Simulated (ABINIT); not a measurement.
The system is KCl (Sylvite).

```xyz
2
Lattice="0.0000 3.1465 3.1465 3.1465 0.0000 3.1465 3.1465 3.1465 0.0000" Properties=species:S:1:pos:R:3 pbc="T T T"
K     0.0000    0.0000    0.0000
Cl    3.1465    3.1465    3.1465
```

Base run:

| Item | Value |
| --- | --- |
| Program | ABINIT 10.8.3 (patched build) |
| Functional | PBE |
| Potentials or basis | PseudoDojo NC SR PBE v0.4.1 standard |
| Cutoff | 762 eV |
| k mesh | 5 × 5 × 5 |
| Occupations | fermi-dirac, width 0.05 eV |
| Spin | no spin polarisation |

Its results: band gap on the k mesh 5.19 eV, direct.

Problem. The run is repeated on the same cell with these changes: functional from PBE to PBEsol; potentials or basis from PseudoDojo NC SR PBE v0.4.1 standard to PseudoDojo NC SR PBEsol v0.4.1 standard; cutoff from 762 eV to 898 eV. What comes out?

Solution. Band gap on the k mesh 5.03 eV, direct.

